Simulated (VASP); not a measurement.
Runs of VASP 6.6.1 on H. All rows change the cell; the cell of one of them follows. The structure is tetragonal, space group P4/mmm (No. 123). The conventional cell has a = 2.756 Å, b = 2.756 Å, c = 1.020 Å, α = 90.00°, β = 90.00°, γ = 90.00°. H (site symmetry 4/mmm) is surrounded by 2 H at 1.02 Å. 

```csv
cell,gap on the mesh (eV),pressure (GPa)
"strain +0.040 along x and y, +0.040 along z, atoms carried along",none,-2.3
"strain -0.080 along x and y, +0.040 along z, atoms carried along",none,(a)
"strain +0.000 along x and y, -0.080 along z, atoms carried along",none,12.5
"strain -0.040 along x and y, +0.080 along z, atoms carried along",none,-5.8
```

Alike in all rows: task single point; level PBEsol; potentials or basis VASP PAW PBE potentials, release 64 (H); no spin polarisation; k mesh 10 × 10 × 26; cutoff (eV) 520; smearing gaussian 0.05 eV.

Problem. Fill in the values left out.

Solution. (a) -2.2.

Caveats: the PAW data sets were made with another functional, which shifts forces and pressure a little.

A gap of «none» marks a metal or a gap under the smearing width.
